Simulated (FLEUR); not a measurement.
# Ta (P6_3/mmc) in FLEUR: notebook, part 2 of 2

FLEUR MaX-R8.1 (later development tree). Earlier steps stand in the parts before.

## Step 3: Single point, PBE

The input, inp.xml:

```xml
<?xml version="1.0" encoding="UTF-8" standalone="no"?>
<fleurInput fleurInputVersion="0.39">
   <comment>
      Ta                                                                                                  
   </comment>
   <calculationSetup>
      <cutoffs Kmax="4.0" Gmax="20.0" GmaxXC="20.0" numbands="0"/>
      <scfLoop itmax="60" minDistance="0.00001" maxIterBroyd="15" imix="Anderson" alpha="0.05" precondParam="0.0" spinf="2.0" sdNocoIR="T"/>
      <coreElectrons ctail="T" frcor="F" kcrel="0" coretail_lmax="0"/>
      <xcFunctional name="pbe" relativisticCorrections="F"/>
      <magnetism jspins="1"/>
      <soc l_soc="F" theta="0.0" phi="0.0" spav="F"/>
      <expertModes spex="0" secvar="F"/>
      <geometryOptimization l_f="F" forcealpha="1.0" forcemix="BFGS" epsdisp="0.00001" epsforce="0.00001"/>
      <ldaU l_linMix="F" mixParam="0.05" spinf="1.0"/>
   </calculationSetup>
   <cell>
      <bzIntegration valenceElectrons="54.0" mode="hist" fermiSmearingEnergy="0.00183747">
         <kPointListSelection listName="default-1"/>
         <!-- k-points included here -->
         <xi:include xmlns:xi="http://www.w3.org/2001/XInclude" href="kpts.xml"> </xi:include>
      </bzIntegration>
      <!-- symmetry operations included here -->
      <xi:include xmlns:xi="http://www.w3.org/2001/XInclude" href="sym.xml"> </xi:include>
      <bulkLattice scale="1.0">
         <bravaisMatrix>
            <row-1>    5.4809088766524683     0.0000000000000000     0.0000000000000000</row-1>
            <row-2>   -2.7404544383262341     4.7466063230114566     0.0000000000000000</row-2>
            <row-3>    0.0000000000000000     0.0000000000000000     9.7628429446417382</row-3>
         </bravaisMatrix>
      </bulkLattice>
   </cell>
   <atomSpecies>
      <species name="Tantalum (Ta)" element="Ta" atomicNumber="73">
         <mtSphere radius="2.51" gridPoints="839" logIncrement="0.016"/>
         <atomicCutoffs lmax="7" lnonsphr="5"/>
         <electronConfig flipSpins="F">
            <coreConfig>(1s1/2) (2s1/2) (2p1/2) (2p3/2) (3s1/2) (3p1/2) (3p3/2) (4s1/2) (3d3/2) (3d5/2) (4p1/2) (4p3/2) (4d3/2) (4d5/2)</coreConfig>
            <valenceConfig>(5s1/2) (5p1/2) (5p3/2) (6s1/2) (4f5/2) (4f7/2) (5d3/2) (5d5/2)</valenceConfig>
            <stateOccupation state="(5d3/2)" spinUp="0.600000" spinDown="0.600000"/>
            <stateOccupation state="(5d5/2)" spinUp="0.900000" spinDown="0.900000"/>
         </electronConfig>
         <energyParameters s="6" p="6" d="5" f="4"/>
         <lo type="SCLO" l="0" n="5" eDeriv="0"/>
         <lo type="SCLO" l="1" n="5" eDeriv="0"/>
         <lo type="SCLO" l="2" n="5" eDeriv="2"/>
         <lo type="SCLO" l="3" n="4" eDeriv="2"/>
      </species>
   </atomSpecies>
   <atomGroups>
      <atomGroup species="Tantalum (Ta)">
         <relPos label="                   1">1.000/3.000 -1.000/3.000 1.000/4.000</relPos>
         <relPos label="                   2">-1.000/3.000 1.000/3.000 -1.000/4.000</relPos>
         <force calculate="T" relaxXYZ="TTT"/>
      </atomGroup>
   </atomGroups>
   <output dos="F" band="F" slice="F">
      <checks vchk="F" cdinf="F"/>
      <bandDOS minEnergy="-.5*Htr" maxEnergy="0.5*Htr" sigma="0.015" storeEVData="T"/>
      <vacuumDOS vacdos="F" integ="F" star="F" nstars="0" locx1="0.0" locy1="0.0" locx2="0.0" locy2="0.0" nstm="0" tworkf="0.0"/>
      <unfoldingBand unfoldBand="F" supercellX="1" supercellY="1" supercellZ="1"/>
      <plotting iplot="0" polar="F">
         <plot TwoD="T" vec1="  1.0  0.0  0.0" vec2="  0.0  1.0  0.0" vec3="  0.0  0.0  1.0" zero="  0.0  0.0  0.0" file="plot"/>
      </plotting>
      <chargeDensitySlicing numkpt="0" minEigenval="0.0" maxEigenval="0.0" nnne="0" pallst="F"/>
      <specialOutput eonly="F"/>
      <moessbauerParams electricFieldGradient="T" isomerShift="T" coreHyperfine="T" valenceHyperfine="T"/>
      <magneticCircularDichroism mcd="F" energyLo="-10.0" energyUp="0.0"/>
   </output>
  <!-- We include the file relax.xml here to enable relaxations (see documentation) -->
  <xi:include xmlns:xi="http://www.w3.org/2001/XInclude" href="relax.xml"> <xi:fallback/> </xi:include>
</fleurInput>
```

The input, crystal.txt:

```
Ta
&input cartesian=F /
2.9003720726  0.0000000000  0.0000000000
-1.4501860363  2.5117958953  0.0000000000
0.0000000000  0.0000000000  5.1662740000
1.8897261246
1.0 1.0 1.0

2
73 0.3333333334  0.6666666668  0.2500000000
73 0.6666666668  0.3333333334  0.7500000000

&kpt div1=11 div2=11 div3=5 gamma=T /
```

Potentials or basis: all-electron, FLAPW.

Command:

```
$ inpgen -f crystal.txt -profile fast
$ # inp.xml edited to the form shown
$ fleur_MPI
```

It took 25 s on 1 thread of Arm Neoverse V2, shared host; peak memory 0.08 GiB.

It converged, with:

* Free energy: -850416.1457 eV
* Band gap on the k mesh: none (metal or under the smearing width)
* Valence electrons inside the program's atomic spheres: Ta 24.84 (radii Ta 2.51 bohr)

Levels at points of the mesh, in eV from the Fermi level:
```tsv
k point	band 24	band 25	band 26	band 27	band 28	band 29	band 30	band 31
(0.00, 0.00, 0.00)	-4.91	-0.58	-0.15	0.58	0.58	1.14	1.14	2.95
```

Core levels (eV from the Fermi level):
```
atom                                                                                                                                                                                                          levels
1 Ta  1s1/2 -67274.8, 2s1/2 -11546.5, 2p1/2 -11033.4, 2p3/2 -9763.1, 3s1/2 -2641.0, 3p1/2 -2413.3, 3p3/2 -2139.8, 4s1/2 -534.3, 3d3/2 -1755.9, 3d5/2 -1696.3, 4p1/2 -440.4, 4p3/2 -377.5, 4d3/2 -223.4, 4d5/2 -211.8
2 Ta  1s1/2 -67274.8, 2s1/2 -11546.5, 2p1/2 -11033.4, 2p3/2 -9763.1, 3s1/2 -2641.0, 3p1/2 -2413.3, 3p3/2 -2139.8, 4s1/2 -534.3, 3d3/2 -1755.9, 3d5/2 -1696.3, 4p1/2 -440.4, 4p3/2 -377.5, 4d3/2 -223.4, 4d5/2 -211.8
```

## Step 4: Single point, PBE

Changes to inp.xml since step 3:

```diff
@@ -6,3 +6,3 @@
    <calculationSetup>
-      <cutoffs Kmax="4.0" Gmax="20.0" GmaxXC="20.0" numbands="0"/>
+      <cutoffs Kmax="4.5" Gmax="22.5" GmaxXC="22.5" numbands="0"/>
       <scfLoop itmax="60" minDistance="0.00001" maxIterBroyd="15" imix="Anderson" alpha="0.05" precondParam="0.0" spinf="2.0" sdNocoIR="T"/>
@@ -35,3 +35,3 @@
          <mtSphere radius="2.51" gridPoints="839" logIncrement="0.016"/>
-         <atomicCutoffs lmax="7" lnonsphr="5"/>
+         <atomicCutoffs lmax="10" lnonsphr="8"/>
          <electronConfig flipSpins="F">
```

crystal.txt is that of step 3.

Command:

```
$ inpgen -f crystal.txt -profile moderate
$ # inp.xml edited to the form shown
$ fleur_MPI
```

Wall time 48 s (1 thread of Arm Neoverse V2, shared host); peak memory 0.09 GiB.

The run converged. Its results:

```
Free energy                                           : -850416.1705 eV
Band gap on the k mesh                                : none (metal or under the smearing width)
Valence electrons inside the program's atomic spheres : Ta 24.85 (radii Ta 2.51 bohr)
```

Levels at points of the mesh, in eV from the Fermi level:
| k point | band 24 | band 25 | band 26 | band 27 | band 28 | band 29 | band 30 | band 31 |
| --- | --- | --- | --- | --- | --- | --- | --- | --- |
| (0.00, 0.00, 0.00) | -4.91 | -0.58 | -0.15 | 0.58 | 0.58 | 1.14 | 1.14 | 2.95 |

Core levels (eV from the Fermi level):
| atom | levels |
| --- | --- |
| 1 Ta | 1s1/2 -67274.8, 2s1/2 -11546.5, 2p1/2 -11033.5, 2p3/2 -9763.1, 3s1/2 -2641.0, 3p1/2 -2413.3, 3p3/2 -2139.8, 4s1/2 -534.3, 3d3/2 -1755.9, 3d5/2 -1696.3, 4p1/2 -440.5, 4p3/2 -377.5, 4d3/2 -223.4, 4d5/2 -211.9 |
| 2 Ta | 1s1/2 -67274.8, 2s1/2 -11546.5, 2p1/2 -11033.5, 2p3/2 -9763.1, 3s1/2 -2641.0, 3p1/2 -2413.3, 3p3/2 -2139.8, 4s1/2 -534.3, 3d3/2 -1755.9, 3d5/2 -1696.3, 4p1/2 -440.5, 4p3/2 -377.5, 4d3/2 -223.4, 4d5/2 -211.9 |

## Step 5: Single point, PBE

Changes to inp.xml since step 4:

```diff
@@ -6,3 +6,3 @@
    <calculationSetup>
-      <cutoffs Kmax="4.5" Gmax="22.5" GmaxXC="22.5" numbands="0"/>
+      <cutoffs Kmax="5.0" Gmax="25.0" GmaxXC="25.0" numbands="0"/>
       <scfLoop itmax="60" minDistance="0.00001" maxIterBroyd="15" imix="Anderson" alpha="0.05" precondParam="0.0" spinf="2.0" sdNocoIR="T"/>
@@ -35,3 +35,3 @@
          <mtSphere radius="2.51" gridPoints="839" logIncrement="0.016"/>
-         <atomicCutoffs lmax="10" lnonsphr="8"/>
+         <atomicCutoffs lmax="13" lnonsphr="8"/>
          <electronConfig flipSpins="F">
```

crystal.txt is that of step 4.

Command:

```
$ inpgen -f crystal.txt -profile precise
$ # inp.xml edited to the form shown
$ fleur_MPI
```

Run time: 91 s. Hardware: 1 thread of Arm Neoverse V2, shared host; peak memory 0.11 GiB.

The run converged. Its results:

- Free energy: -850416.1734 eV
- Band gap on the k mesh: none (metal or under the smearing width)
- Valence electrons inside the program's atomic spheres: Ta 24.85 (radii Ta 2.51 bohr)

Levels at points of the mesh, in eV from the Fermi level:
```csv
k point,band 23,band 24,band 25,band 26,band 27,band 28,band 29,band 30,band 31,band 32
"(0.00, 0.00, 0.00)",-8.18,-4.91,-0.58,-0.15,0.58,0.58,1.14,1.14,2.95,2.95
```

Core levels (eV from the Fermi level):
| atom | levels |
| --- | --- |
| 1 Ta | 1s1/2 -67274.8, 2s1/2 -11546.5, 2p1/2 -11033.5, 2p3/2 -9763.1, 3s1/2 -2641.0, 3p1/2 -2413.3, 3p3/2 -2139.8, 4s1/2 -534.3, 3d3/2 -1755.9, 3d5/2 -1696.3, 4p1/2 -440.5, 4p3/2 -377.5, 4d3/2 -223.4, 4d5/2 -211.9 |
| 2 Ta | 1s1/2 -67274.8, 2s1/2 -11546.5, 2p1/2 -11033.5, 2p3/2 -9763.1, 3s1/2 -2641.0, 3p1/2 -2413.3, 3p3/2 -2139.8, 4s1/2 -534.3, 3d3/2 -1755.9, 3d5/2 -1696.3, 4p1/2 -440.5, 4p3/2 -377.5, 4d3/2 -223.4, 4d5/2 -211.9 |

The run has no spin-orbit coupling, so splittings on Ta are missing.

## Step 6: Single point, PBE

Changes to inp.xml since step 5:

```diff
@@ -6,3 +6,3 @@
    <calculationSetup>
-      <cutoffs Kmax="5.0" Gmax="25.0" GmaxXC="25.0" numbands="0"/>
+      <cutoffs Kmax="4.1" Gmax="12.7" GmaxXC="12.7" numbands="0"/>
       <scfLoop itmax="60" minDistance="0.00001" maxIterBroyd="15" imix="Anderson" alpha="0.05" precondParam="0.0" spinf="2.0" sdNocoIR="T"/>
@@ -35,3 +35,3 @@
          <mtSphere radius="2.51" gridPoints="839" logIncrement="0.016"/>
-         <atomicCutoffs lmax="13" lnonsphr="8"/>
+         <atomicCutoffs lmax="10" lnonsphr="10"/>
          <electronConfig flipSpins="F">
```

crystal.txt is that of step 5.

Potentials or basis: all-electron, FLAPW.

Command:

```
$ inpgen -f crystal.txt -profile fastHighL
$ # inp.xml edited to the form shown
$ fleur_MPI
```

Wall time 34 s (1 thread of Arm Neoverse V2, shared host); peak memory 0.07 GiB.

The run converged. Its results:

```yaml
Free_energy: -850416.1593 eV
Band_gap_on_the_k_mesh: none (metal or under the smearing width)
Valence_electrons_inside_the_program's_atomic_spheres: Ta 24.85 (radii Ta 2.51 bohr)
```

Levels at points of the mesh, in eV from the Fermi level:
| k point | band 25 | band 26 | band 27 | band 28 | band 29 | band 30 |
| --- | --- | --- | --- | --- | --- | --- |
| (0.00, 0.00, 0.00) | -0.58 | -0.15 | 0.58 | 0.58 | 1.14 | 1.14 |

Core levels (eV from the Fermi level):
| atom | levels |
| --- | --- |
| 1 Ta | 1s1/2 -67274.8, 2s1/2 -11546.5, 2p1/2 -11033.4, 2p3/2 -9763.1, 3s1/2 -2641.0, 3p1/2 -2413.3, 3p3/2 -2139.8, 4s1/2 -534.3, 3d3/2 -1755.9, 3d5/2 -1696.3, 4p1/2 -440.4, 4p3/2 -377.5, 4d3/2 -223.4, 4d5/2 -211.9 |
| 2 Ta | 1s1/2 -67274.8, 2s1/2 -11546.5, 2p1/2 -11033.4, 2p3/2 -9763.1, 3s1/2 -2641.0, 3p1/2 -2413.3, 3p3/2 -2139.8, 4s1/2 -534.3, 3d3/2 -1755.9, 3d5/2 -1696.3, 4p1/2 -440.4, 4p3/2 -377.5, 4d3/2 -223.4, 4d5/2 -211.9 |

## Step 7: The runs side by side

```csv
inpgen profile,gmax,lmax,lnonsphr,kmax,gap on the mesh (eV)
veryFastHighL,17.5 1/bohr,Ta 9,Ta 7,3.5 1/bohr,none
fast,20 1/bohr,Ta 7,Ta 5,4 1/bohr,none
moderate,22.5 1/bohr,Ta 10,Ta 8,4.5 1/bohr,none
precise,25 1/bohr,Ta 13,Ta 8,5 1/bohr,none
-,12.7 1/bohr,Ta 10,Ta 10,4.1 1/bohr,none
```

Alike in all rows: task single point; level PBE; potentials or basis all-electron, FLAPW; no spin polarisation; cell as given; k mesh 11 × 11 × 5; smearing fermi-dirac 0.05 eV.

Every run on the cell as given and a fine mesh finds a metal.

Compare energies only between runs with the same functional and basis.
